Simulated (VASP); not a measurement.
# Cu (Fm-3m) in VASP: single point with PBEsol

Aim: the single point of Cu with PBEsol.

All numbers are computed with VASP 6.6.1; they aren't measurements. Logs are shortened: lines on timing, memory, paths and dates and some standing lists are left out, and cuts for length are marked.

## 1. Starting point

Symmetry: Fm-3m, No. 225, cubic system. The conventional cell has a = 3.564 Å, b = 3.564 Å, c = 3.564 Å, α = 90.00°, β = 90.00°, γ = 90.00°. Cu (site symmetry m-3m) has 12 Cu at 2.52 Å as nearest neighbours.

The cell was built by a generator and needn't be a form met in nature.

## 2. Single point, PBEsol

Contents of INCAR:

```
SYSTEM = Cu
PREC = Accurate
ENCUT = 350
EDIFF = 1E-6
ISMEAR = 1
SIGMA = 0.1
LREAL = .False.
LASPH = .True.
NELM = 100
ALGO = Fast
ISIF = 2
LWAVE = .False.
LCHARG = .True.
GGA = PS
LELF = .True.
LVHAR = .True.
NBANDS = 390
```

Contents of KPOINTS:

```
regular mesh
0
Gamma
  3 3 3
  0 0 0
```

Contents of POSCAR:

```
Cu
1.0
    0.0000000000      7.1280000000      7.1280000000
    7.1280000000      0.0000000000      7.1280000000
    7.1280000000      7.1280000000      0.0000000000
Cu
64
Direct
    0.0000000000      0.0000000000      0.0000000000
    0.0000000000      0.0000000000      0.2500000000
    0.0000000000      0.0000000000      0.5000000000
    0.0000000000      0.0000000000      0.7500000000
    0.0000000000      0.2500000000      0.0000000000
    0.0000000000      0.2500000000      0.2500000000
    0.0000000000      0.2500000000      0.5000000000
    0.0000000000      0.2500000000      0.7500000000
    0.0000000000      0.5000000000      0.0000000000
    0.0000000000      0.5000000000      0.2500000000
    0.0000000000      0.5000000000      0.5000000000
    0.0000000000      0.5000000000      0.7500000000
    0.0000000000      0.7500000000      0.0000000000
    0.0000000000      0.7500000000      0.2500000000
    0.0000000000      0.7500000000      0.5000000000
    0.0000000000      0.7500000000      0.7500000000
    0.2500000000      0.0000000000      0.0000000000
    0.2500000000      0.0000000000      0.2500000000
    0.2500000000      0.0000000000      0.5000000000
    0.2500000000      0.0000000000      0.7500000000
    0.2500000000      0.2500000000      0.0000000000
    0.2500000000      0.2500000000      0.2500000000
    0.2500000000      0.2500000000      0.5000000000
    0.2500000000      0.2500000000      0.7500000000
    0.2500000000      0.5000000000      0.0000000000
    0.2500000000      0.5000000000      0.2500000000
    0.2500000000      0.5000000000      0.5000000000
    0.2500000000      0.5000000000      0.7500000000
    0.2500000000      0.7500000000      0.0000000000
    0.2500000000      0.7500000000      0.2500000000
    0.2500000000      0.7500000000      0.5000000000
    0.2500000000      0.7500000000      0.7500000000
    0.5000000000      0.0000000000      0.0000000000
    0.5000000000      0.0000000000      0.2500000000
    0.5000000000      0.0000000000      0.5000000000
    0.5000000000      0.0000000000      0.7500000000
    0.5000000000      0.2500000000      0.0000000000
    0.5000000000      0.2500000000      0.2500000000
    0.5000000000      0.2500000000      0.5000000000
    0.5000000000      0.2500000000      0.7500000000
    0.5000000000      0.5000000000      0.0000000000
    0.5000000000      0.5000000000      0.2500000000
    0.5000000000      0.5000000000      0.5000000000
    0.5000000000      0.5000000000      0.7500000000
    0.5000000000      0.7500000000      0.0000000000
    0.5000000000      0.7500000000      0.2500000000
    0.5000000000      0.7500000000      0.5000000000
    0.5000000000      0.7500000000      0.7500000000
    0.7500000000      0.0000000000      0.0000000000
    0.7500000000      0.0000000000      0.2500000000
    0.7500000000      0.0000000000      0.5000000000
    0.7500000000      0.0000000000      0.7500000000
    0.7500000000      0.2500000000      0.0000000000
    0.7500000000      0.2500000000      0.2500000000
    0.7500000000      0.2500000000      0.5000000000
    0.7500000000      0.2500000000      0.7500000000
    0.7500000000      0.5000000000      0.0000000000
    0.7500000000      0.5000000000      0.2500000000
    0.7500000000      0.5000000000      0.5000000000
    0.7500000000      0.5000000000      0.7500000000
    0.7500000000      0.7500000000      0.0000000000
    0.7500000000      0.7500000000      0.2500000000
    0.7500000000      0.7500000000      0.5000000000
    0.7500000000      0.7500000000      0.7500000000
```

Potentials or basis: VASP PAW PBE potentials, release 64 (Cu).

Started as:

```console
$ cat potpaw_PBE.64/Cu/POTCAR > POTCAR
$ mpirun -np 1 vasp_std > vasp.out
```

OUTCAR:

```text
SYSTEM = Cu
   PREC = Accurate
   ENCUT = 350
   EDIFF = 1E-6
   ISMEAR = 1
   LREAL = .False.
   LASPH = .True.
   NELM = 100
   ISIF = 2
   GGA = PS

 ion  position               nearest neighbor table
   1  0.000  0.000  0.000-   2 2.52   4 2.52   5 2.52   8 2.52  13 2.52  14 2.52  17 2.52  20 2.52
                            29 2.52  49 2.52  50 2.52  53 2.52
   2  0.000  0.000  0.250-   1 2.52   3 2.52   5 2.52   6 2.52  14 2.52  15 2.52  17 2.52  18 2.52
                            30 2.52  50 2.52  51 2.52  54 2.52
   3  0.000  0.000  0.500-   2 2.52   4 2.52   6 2.52   7 2.52  15 2.52  16 2.52  18 2.52  19 2.52
                            31 2.52  51 2.52  52 2.52  55 2.52
   4  0.000  0.000  0.750-   1 2.52   3 2.52   7 2.52   8 2.52  13 2.52  16 2.52  19 2.52  20 2.52
                            32 2.52  49 2.52  52 2.52  56 2.52
   5  0.000  0.250  0.000-   1 2.52   2 2.52   6 2.52   8 2.52   9 2.52  12 2.52  17 2.52  21 2.52
                            24 2.52  53 2.52  54 2.52  57 2.52
   6  0.000  0.250  0.250-   2 2.52   3 2.52   5 2.52   7 2.52   9 2.52  10 2.52  18 2.52  21 2.52
                            22 2.52  54 2.52  55 2.52  58 2.52
   7  0.000  0.250  0.500-   3 2.52   4 2.52   6 2.52   8 2.52  10 2.52  11 2.52  19 2.52  22 2.52
                            23 2.52  55 2.52  56 2.52  59 2.52
   8  0.000  0.250  0.750-   1 2.52   4 2.52   5 2.52   7 2.52  11 2.52  12 2.52  20 2.52  23 2.52
                            24 2.52  53 2.52  56 2.52  60 2.52
   9  0.000  0.500  0.000-   5 2.52   6 2.52  10 2.52  12 2.52  13 2.52  16 2.52  21 2.52  25 2.52
[... 117 lines left out ...]
 A1 = (   0.0000000000,   7.1280000000,   7.1280000000)
 A2 = (   7.1280000000,   0.0000000000,   7.1280000000)
 A3 = (   7.1280000000,   7.1280000000,   0.0000000000)

Analysis of symmetry for initial positions (statically):
=====================================================================
 Subroutine PRICEL returns following result:

  LATTYP: Found a face centered cubic cell.
 ALAT       =     3.5640000000

  Lattice vectors:

 A1 = (   0.0000000000,   1.7820000000,   1.7820000000)
 A2 = (   1.7820000000,   0.0000000000,   1.7820000000)
 A3 = (   1.7820000000,   1.7820000000,   0.0000000000)

  64 primitive cells build up your supercell.

 Routine SETGRP: Setting up the symmetry group for a
 face centered cubic supercell.

 Subroutine GETGRP returns: Found 48 space group operations
 (whereof 48 operations were pure point group operations)
 out of a pool of 48 trial point group operations.

The static configuration has the point symmetry O_h .

Analysis of symmetry for dynamics (positions and initial velocities):
=====================================================================
 Subroutine PRICEL returns following result:

  LATTYP: Found a face centered cubic cell.
 ALAT       =     3.5640000000

  Lattice vectors:

 A1 = (   0.0000000000,   1.7820000000,   1.7820000000)
 A2 = (   1.7820000000,   0.0000000000,   1.7820000000)
 A3 = (   1.7820000000,   1.7820000000,   0.0000000000)

  64 primitive cells build up your supercell.

 Routine SETGRP: Setting up the symmetry group for a
 face centered cubic supercell.

 Subroutine GETGRP returns: Found 48 space group operations
 (whereof 48 operations were pure point group operations)
 out of a pool of 48 trial point group operations.

The dynamic configuration has the point symmetry O_h .

 Subroutine INISYM returns: Found 48 space group operations
 (whereof 48 operations are pure point group operations),
 and found    64 'primitive' translations

----------------------------------------------------------------------------------------

                                     Primitive cell

  volume of cell :      11.3176

  direct lattice vectors                    reciprocal lattice vectors
     0.000000000  1.782000000  1.782000000    -0.280583614  0.280583614  0.280583614
     1.782000000  0.000000000  1.782000000     0.280583614 -0.280583614  0.280583614
     1.782000000  1.782000000  0.000000000     0.280583614  0.280583614 -0.280583614

  length of vectors
     2.520128568  2.520128568  2.520128568     0.485985075  0.485985075  0.485985075

  position of ions in fractional coordinates (direct lattice)
     0.000000000  0.000000000  0.000000000

  ion indices of the primitive-cell ions
   primitive index   ion index
                 1           1

----------------------------------------------------------------------------------------

 KPOINTS: regular mesh

Automatic generation of k-mesh.
 Grid dimensions read from file:
 generate k-points for:    3    3    3

 Generating k-lattice:

  Cartesian coordinates                     Fractional coordinates (reciprocal lattice)
    -0.023381968  0.023381968  0.023381968     0.333333333  0.000000000  0.000000000
     0.023381968 -0.023381968  0.023381968     0.000000000  0.333333333  0.000000000
     0.023381968  0.023381968 -0.023381968     0.000000000  0.000000000  0.333333333

  Length of vectors
     0.040498756  0.040498756  0.040498756

  Shift w.r.t. Gamma in fractional coordinates (k-lattice)
     0.000000000  0.000000000  0.000000000

 Subroutine IBZKPT returns following result:
 ===========================================

 Found      4 irreducible k-points:

 Following reciprocal coordinates:
            Coordinates               Weight
  0.000000  0.000000  0.000000      1.000000
  0.333333  0.000000  0.000000      8.000000
  0.333333  0.333333  0.000000      6.000000
 -0.333333  0.333333  0.000000     12.000000
   k-points           NKPTS =      4   k-points in BZ     NKDIM =      4   number of bands    NBANDS=    390
   number of dos      NEDOS =    301   number of ions     NIONS =     64
   total plane-waves  NPLWV = 262144
   dimension x,y,z NGX =    64 NGY =   64 NGZ =   64
   dimension x,y,z NGXF=   128 NGYF=  128 NGZF=  128
   ions per type =              64
   NGX,Y,Z   is equivalent  to a cutoff of  10.55, 10.55, 10.55 a.u.
   NGXF,Y,Z  is equivalent  to a cutoff of  21.11, 21.11, 21.11 a.u.
 SYSTEM =  Cu
   PREC   = accura    normal or accurate (medium, high low for compatibility)
   ISTART =      0    job   : 0-new  1-cont  2-samecut
   ICHARG =      2    charge: 1-file 2-atom 10-const
   ISPIN  =      1    spin polarized calculation?
   LNONCOLLINEAR =      F non collinear calculations
   LSORBIT =      F    spin-orbit coupling
   LASPH  =      T    aspherical Exc in radial PAW
   ENCUT  =  350.0 eV  25.72 Ry    5.07 a.u.  15.38 15.38 15.38*2*pi/ulx,y,z
   NELM   =    100;   NELMIN=  2; NELMDL= -5     # of ELM steps
   EDIFF  = 0.1E-05   stopping-criterion for ELM
   LREAL  =      F    real-space projection
   EDIFFG = 0.1E-04   stopping-criterion for IOM
   NSW    =      0    number of steps for IOM
   IBRION =     -1    ionic relax: 0-MD 1-quasi-New 2-CG
   NFREE  =      0    steps in history (QN), initial steepest desc. (CG)
   ISIF   =      2    stress and relaxation
   ISYM   =      2    0-nonsym 1-usesym 2-fastsym
   POTIM  = 0.5000    time-step for ionic-motion
   TEBEG  =    0.0;   TEEND  =   0.0 temperature during run
   PSTRESS=    0.0 pullay stress
   NELECT =     704.0000    total number of electrons
   NUPDOWN=      -1.0000    fix difference up-down
   EMIN   =  10.00;   EMAX   =-10.00  energy-range for DOS
   EFERMI =   0.00;   METHOD = LEGACY
   ISMEAR =     1;   SIGMA  =   0.10  broadening in eV -4-tet -1-fermi 0-gaus
   EFERMI_NEDOS =   21; number of points for ismear=-14 and -15
   IALGO  =     68    algorithm
   IMIX   =      4    mixing-type and parameters
     AMIX     =   0.40;   BMIX     =  1.00
     AMIX_MAG =   1.60;   BMIX_MAG =  1.00
  volume/ion in A,a.u.               =      11.32        76.37
  Fermi-wavevector in a.u.,A,eV,Ry     =   1.621641  3.064457 35.779503  2.629719
  Thomas-Fermi vector in A             =   2.715384
   LORBIT       =      0    0 simple, 1 ext, 2 COOP (PROOUT), +10 PAW based schemes
   GGA     = PS    functional components
   LHFCALC =     F    Hartree Fock is set to
   AEXX    =    0.0000 exact exchange contribution
   IVDW    =     0    specifies the selected vdW correction
   LEPSILON=     F    determine dielectric tensor
   LRPA    =     F    only Hartree local field effects (RPA)
 non-spin polarized calculation
 RMM-DIIS sequential band-by-band and
 Methfessel and Paxton  Order N= 1 SIGMA  =   0.10
  energy-cutoff  :      350.00
  volume of cell :      724.32
 maximum number of plane-waves:     10849
 NGX is ok and might be reduce to    64
   NGX = 31   NGY = 31   NGZ = 31

 number of electron     703.9997930 magnetization

 Free energy of the ion-electron system (eV)
  ---------------------------------------------------
  ext. energy  EPLUGINS =         0.00000000
  ---------------------------------------------------
  free energy    TOTEN  =      -275.90998048 eV

  energy without entropy =     -275.93483252  energy(sigma->0) =     -275.91826449

 E-fermi :   7.8527     XC(G=0): -13.1619

 val. band max:        7.7524920649   @ k =   0.3333   0.3333   0.0000
 cond. band min:       7.8709497160   @ k =  -0.3333   0.3333   0.0000
 fundamental gap:      0.1184576511
 Fermi energy:         7.8526967327

 k-point     1 :       0.0000    0.0000    0.0000
  band No.  band energies     occupation
      1      -1.7852      2.00000
      2       0.3976      2.00000
      3       0.3976      2.00000
      4       0.3976      2.00000
      5       0.3976      2.00000
      6       0.3976      2.00000
[... 1457 lines left out ...]
    363       9.2963     -0.00000
    364       9.2963     -0.00000
 [bands above 364 left out]

------------------------ aborting loop because EDIFF is reached ----------------------------------------

  FORCE on cell =-STRESS in cart. coord.  units (eV):
  Direction    XX          YY          ZZ          XY          YZ          ZX
  --------------------------------------------------------------------------------------
  -------------------------------------------------------------------------------------
  Total        1.8975064      1.8975064      1.8975064     -0.0000000     -0.0000000     -0.0000000
  in kB        4.1972105      4.1972105      4.1972105     -0.0000000     -0.0000000     -0.0000000
  external PRESSURE =       4.1972105 kB  Pullay stress =       0.0000000 kB

 VOLUME and BASIS-vectors are now :
 -----------------------------------------------------------------------------
  energy-cutoff  :      350.00
  volume of cell :      724.32
      direct lattice vectors                 reciprocal lattice vectors
     0.000000000  7.128000000  7.128000000    -0.070145903  0.070145903  0.070145903
     7.128000000  0.000000000  7.128000000     0.070145903 -0.070145903  0.070145903
     7.128000000  7.128000000  0.000000000     0.070145903  0.070145903 -0.070145903

 POSITION                                       TOTAL-FORCE (eV/Angst)
 -----------------------------------------------------------------------------------
      0.00000      0.00000      0.00000        -0.000000      0.000000     -0.000000
      1.78200      1.78200      0.00000        -0.000000     -0.000000      0.000000
      3.56400      3.56400      0.00000         0.000000      0.000000     -0.000000
      5.34600      5.34600      0.00000        -0.000000     -0.000000      0.000000
      1.78200      0.00000      1.78200         0.000000     -0.000000      0.000000
      3.56400      1.78200      1.78200        -0.000000     -0.000000      0.000000
[... 56 lines left out ...]
      8.91000      8.91000     10.69200         0.000000      0.000000     -0.000000
     10.69200     10.69200     10.69200         0.000000      0.000000      0.000000
 -----------------------------------------------------------------------------------
    total drift:                                0.000000      0.000000      0.000000

  FREE ENERGIE OF THE ION-ELECTRON SYSTEM (eV)
  ---------------------------------------------------
  free  energy   TOTEN  =      -275.9099804794 eV

  energy  without entropy=     -275.9348325178  energy(sigma->0) =     -275.91826449
```

Wall time 25 min (1 thread of Intel Xeon Platinum 8488C (Sapphire Rapids), shared host); peak memory 0.83 GiB.

What came out:

| Property | Result |
| --- | --- |
| Free energy | -275.9100 eV |
| Pressure | 0.4 GPa |
| Band gap on the k mesh | none (metal or under the smearing width) |

Levels at points of the mesh, in eV from the Fermi level:
```tsv
k point	band 348	band 349	band 350	band 351	band 352	band 353	band 354	band 355
(0.00, 0.00, 0.00)	-0.21	-0.21	-0.21	-0.21	1.04	1.04	1.04	1.04
```

Caveat: the cutoff is under 1.25 times the usual one of these potentials, so pressure, stress and relaxed cells hold a basis-set (Pulay) error; the PAW data sets were made with another functional, which shifts forces and pressure a little.
